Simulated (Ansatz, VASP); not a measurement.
**Mg in VASP and in Ansatz**

Contents of INCAR:

```
SYSTEM = Mg
ALGO = Normal
EDIFF = 1E-6
ENCUT = 520
GGA = PE
ISIF = 2
ISMEAR = -1
LASPH = .True.
LCHARG = .False.
LREAL = .False.
LWAVE = .False.
NBANDS = 7
NELM = 80
PREC = Accurate
SIGMA = 0.08
```

File KPOINTS:

```
k-points
0
Gamma
  13 13 13
  0 0 0
```

The input POSCAR:

```
Mg
1.0
    0.0000000000      2.3055459517      2.3055459517
    2.3055459517      0.0000000000      2.3055459517
    2.3055459517      2.3055459517      0.0000000000
Mg
1
Direct
    0.0000000000      0.0000000000      0.0000000000
```

Input for Ansatz:

```yaml
crystal:
  lattice:
    - [0.0, 2.3055459517, 2.3055459517]
    - [2.3055459517, 0.0, 2.3055459517]
    - [2.3055459517, 2.3055459517, 0.0]
  atoms:
    - { symbol: Mg, position: [0.0, 0.0, 0.0] }
kpoints:
  mp_grid: { grid: [13, 13, 13] }
scf:
  occupations: { method: fermi_dirac, width: 0.08 }
hamiltonian:
  xc: pbe
  pseudopotentials: { kind: all_electron, lapw: { basis_error: 0.00025 } }
output:
  forces: true
  stress: true
  eigenvalues: true
```

Change from the starting cell: volume scaled by 1.06.

Alike in both runs: task single point; functional PBE; k mesh 13 × 13 × 13; occupations fermi-dirac, width 0.08 eV; no spin polarisation.

|  | VASP | Ansatz |
| --- | --- | --- |
| version | VASP 6.6.1 | Ansatz 0.2.0 |
| potentials or method | VASP PAW PBE potentials, release 64 (Mg) | all-electron LAPW, scalar-relativistic |
| plane-wave cutoff (eV) | 520 | see its input |

```tsv
	VASP	Ansatz	Ansatz less VASP
pressure (GPa)	-1.9	-1.8	+0.10
```

Ansatz ran all-electron here, so the differences hold the error of VASP's frozen core and of both bases.
